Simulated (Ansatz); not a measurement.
# Structure relaxation of B3P2

All numbers below come from Ansatz, DFT PBE, scalar-relativistic, plane waves, PAW. Cutoff 420 eV, Γ-centred k mesh, Gaussian smearing, no spin polarisation in the final step.

B3P2 was placed on the anti-A-type sesquioxide structure type (P-3m1, No. 164), with P in place of La, B in place of O, at a guessed volume.

```
CELL_PARAMETERS angstrom
3.39427 0.00000 0.00000
-1.69713 2.93952 0.00000
0.00000 0.00000 5.28093
ATOMIC_POSITIONS crystal
B 0.00000 0.00000 0.00000
B 0.33333 0.66667 0.64500
B 0.66667 0.33333 0.35500
P 0.33333 0.66667 0.24500
P 0.66667 0.33333 0.75500
```

Steps on the 6×6×4 mesh (5 atoms). 12 of 16 steps are shown, and the free energy counts from the last. Trial steps that were taken back and renewals of the plane-wave basis can be among the rows.

```tsv
step	ΔF (meV/atom)	V (Å³/atom)	P (GPa)	largest force component (eV/Å)
1	549.3	10.54	-1.89	0.550
2	498.3	10.55	-2.76	0.974
4	408.1	9.99	-1.50	0.586
5	392.0	9.69	0.09	0.984
6	358.2	9.43	0.50	1.237
8	126.9	9.33	4.76	1.556
9	31.2	9.66	8.96	0.135
11	10.0	10.37	-0.91	0.956
12	6.9	10.24	1.37	0.592
13	3.8	10.28	0.05	0.032
15	0.0	10.32	-0.01	0.011
16	0.0	10.32	-0.01	0.011
```

Steps on the 12×12×6 mesh (5 atoms). 4 of 9 steps are shown, and the free energy counts from the last.

```json
{"step": "1", "ΔF (meV/atom)": "4.0", "V (Å³/atom)": "10.32", "P (GPa)": "0.51", "largest force component (eV/Å)": "0.111"}
{"step": "2", "ΔF (meV/atom)": "1.4", "V (Å³/atom)": "10.32", "P (GPa)": "0.49", "largest force component (eV/Å)": "0.274"}
{"step": "3", "ΔF (meV/atom)": "0.2", "V (Å³/atom)": "10.35", "P (GPa)": "0.31", "largest force component (eV/Å)": "0.028"}
{"step": "9", "ΔF (meV/atom)": "0.0", "V (Å³/atom)": "10.39", "P (GPa)": "0.00", "largest force component (eV/Å)": "0.000"}
```

A final relaxation ran on a 12×12×6 mesh. The relaxed crystal, P-3m1 (No. 164):

```cif
data_structure
_symmetry_space_group_name_H-M 'P-3m1'
_symmetry_Int_Tables_number 164
_cell_length_a 3.0791
_cell_length_b 3.0791
_cell_length_c 6.3252
_cell_angle_alpha 90.000
_cell_angle_beta 90.000
_cell_angle_gamma 120.000
_cell_volume 51.94
loop_
_atom_site_label
_atom_site_type_symbol
_atom_site_symmetry_multiplicity
_atom_site_Wyckoff_symbol
_atom_site_fract_x
_atom_site_fract_y
_atom_site_fract_z
_atom_site_occupancy
B1 B 1 a 0.00000 0.00000 0.00000 1
B2 B 2 d 0.33333 0.66667 0.48201 1
P1 P 2 d 0.33333 0.66667 0.18174 1
```

| Quantity | Value |
| --- | --- |
| Volume per atom | 10.39 Å³ |
| Density | 3.02 g/cm³ |
| Energy over the elements | 0.43 eV/atom |
| Gap on the 12×12×6 mesh | 0 eV (a metal) |

The zero of energy is the elements' standard structures at the same level; no fitted shifts are applied.

The final run used a 12×12×6 mesh on its 5-atom cell and 0.10 eV smearing. For metals, differences of a few meV/atom aren't resolved.

A later test with randomly moved atoms came back to it.

Cost: 5 runs of about 2.2 core-minutes in all, on Intel Xeon 6975P-C (Granite Rapids) (shared hosts).